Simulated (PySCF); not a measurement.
Point-charge models of `OCc1ccccc1` against its computed dipole.

Coordinates (PBE0-D3(BJ)/def2-TZVP, Å) and charges (e) from the PBE0/pcSseg-2 density (PySCF):

```csv
atom,x,y,z,Mulliken,IAO,Hirshfeld,ESP-fitted
O1,-2.617,-1.001,-0.653,-0.4115,-0.5629,-0.2248,-0.5953
C2,-2.027,-0.175,0.326,+0.2679,-0.0571,-0.0074,+0.1378
C3,-0.539,-0.015,0.167,+0.0968,-0.0171,-0.0082,+0.1505
C4,0.245,-1.084,-0.257,-0.1472,-0.1616,-0.0548,-0.1751
C5,1.618,-0.942,-0.383,+0.0175,-0.1503,-0.0506,-0.1290
C6,2.226,0.268,-0.080,-0.0259,-0.1571,-0.0536,-0.1860
C7,1.452,1.338,0.343,+0.0137,-0.1516,-0.0519,-0.0274
C8,0.078,1.196,0.461,-0.1677,-0.1634,-0.0554,-0.3361
H9,-2.386,-0.648,-1.517,+0.1945,+0.3598,+0.1615,+0.3799
H10,-2.498,0.817,0.349,+0.0153,+0.1263,+0.0390,+0.0223
H11,-2.250,-0.655,1.283,+0.0462,+0.1629,+0.0523,+0.0819
H12,-0.234,-2.027,-0.494,+0.0297,+0.1601,+0.0484,+0.1310
H13,2.218,-1.782,-0.716,+0.0242,+0.1550,+0.0525,+0.1354
H14,3.300,0.378,-0.179,+0.0234,+0.1547,+0.0520,+0.1379
H15,1.919,2.288,0.574,+0.0236,+0.1548,+0.0522,+0.1153
H16,-0.527,2.038,0.781,-0.0007,+0.1473,+0.0489,+0.1569
```

Task: What dipole does each set of charges give (1 e·Å = 4.803 D), and what does the density give?

Result: The full density gives (0.88, 1.15, -0.30) D, 1.48 D in size; dipole vectors point from the negative to the positive end.

```csv
scheme,μx,μy,μz,size (D),share of the full size (%),angle to the full dipole (°)
Mulliken,-0.06,0.63,0.38,0.74,50,59
IAO,1.10,1.56,0.11,1.91,129,15
Hirshfeld,0.31,0.59,-0.14,0.68,46,10
ESP-fitted,0.88,1.15,-0.28,1.47,99,1
```

Task: Which set comes closest?

Result: Length of the difference vector: ESP-fitted 0.02 D, IAO 0.62 D, Hirshfeld 0.82 D, Mulliken 1.28 D. Closest: ESP-fitted. ESP charges are fitted to the potential around the molecule, whose slowest-falling term is the dipole's. 

Task: What is left for the Hirshfeld atoms' own dipoles?

Result: The shares of the density sum to the whole, so what Σ q r misses lies in dipoles about the nuclei. The atomic dipoles sum to (0.88, 1.15, -0.30) − (0.31, 0.59, -0.14) = (0.57, 0.56, -0.16) D, 0.82 D in size.

Task: With the origin at the mean of the coordinates, (-0.001, 0.000, 0.000) Å, which are the largest single terms, by size, of the IAO dipole along the direction of the full one?

Result: O1 +5.96, H9 -2.80, H15 +2.09, H14 +1.71, H11 -1.65 D; all 16 atoms together +1.85 D. The single terms depend on the origin, their sum doesn't.

Task: Give the size of the full dipole in other units.

Result: 1.48 D = 0.584 au = 0.309 e·Å = 4.95 × 10⁻³⁰ C·m.

Isolated species at its PBE0-D3(BJ)/def2-TZVP geometry (one conformer only).

Shape of the structure used: `[OH:1][CH2:2][c:3]1[cH:4][cH:5][cH:6][cH:7][cH:8]1`: O1–C2–C3–C4 -37°, H–O1–C2–C3 -55°.
